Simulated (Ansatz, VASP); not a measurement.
# Two plane-wave programs on Si

```
Si
1.0
     0.00000    2.72872    2.72872
     2.97311    0.00000    2.72872
     2.97311    2.72872    0.00000
Si
2
Direct
  0.50000 0.50000 0.50000
  0.75000 0.75000 0.75000
```

Alike in both runs: task single point; functional PBE; k mesh 10 × 10 × 10; occupations gaussian, width 0.02 eV; no spin polarisation.

```csv
,VASP,Ansatz
version,VASP 6.6.1,Ansatz 0.2.0
potentials or method,"VASP PAW PBE potentials, release 64 (Si)","scalar-relativistic, plane waves, PAW"
plane-wave cutoff (eV),520,420
valence electrons in the cell,8,8
```

|  | VASP | Ansatz | Ansatz less VASP |
| --- | --- | --- | --- |
| gap on the k mesh at the Fermi level (eV) | 0.30 | 0.29 | -0.002 |
| least direct gap on the mesh (eV) | 1.69 | 1.69 | -0.003 |
| pressure (GPa) | -6.0 | -6.0 | +0.06 |
| largest component of the traceless stress (GPa) | 6.03 | 6.01 | -0.013 |
